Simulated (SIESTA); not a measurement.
## Ag under changes of volume

One of the cells (18.517 Å³/atom); the others are scaled copies at fixed shape and fractional positions:

```
CELL_PARAMETERS angstrom
-1.66662 1.66662 1.66662
1.66662 -1.66662 1.66662
1.66662 1.66662 -1.66662
ATOMIC_POSITIONS crystal
Ag 0.00000 0.00000 0.00000
```

This isn't the form of Ag at room conditions, which is fcc.

* Program: SIESTA 5.4.2
* Functional: PBEsol
* Potentials or basis: PseudoDojo 0.4 standard (PBEsol files)
* Basis: DZP (energy shift 0.003 Ry; two zetas on semicore shells)
* Grid cutoff: 800 Ry
* Energy shift: 0.003 Ry
* k mesh: 11 × 11 × 11
* Occupations: fermi-dirac, width 0.05 eV
* Spin: no spin polarisation

```tsv
volume (Å³/atom)	energy over the lowest point (meV/atom)	pressure (GPa)
17.065	0.00	-1.5
17.428	5.71	-3.6
17.791	16.12	-5.6
18.517	?	?
18.880	69.94	-9.9
19.243	93.49	-10.9
```

Problem. What does the run at 18.517 Å³/atom give?

Solution. Energy over the lowest point 48.86 meV/atom; pressure -8.6 GPa.

Worked out: A Birch-Murnaghan fit of order 3 (a polynomial in V^(-2/3)) to the other rows has its minimum at 16.88 Å³/atom, just outside them, with B0 = V·E''(V) = 125 GPa and B' = 6.2. It gives 48.85 meV/atom at 18.517 Å³/atom, against the run's 48.86, and -dE/dV = -8.7 GPa, against -8.6.

Energies are extrapolated to zero smearing.

Caveats: short orbitals over semicore shells can move pressures by several GPa; the basis of atomic orbitals isn't converged, which shifts pressures, moduli and gaps.
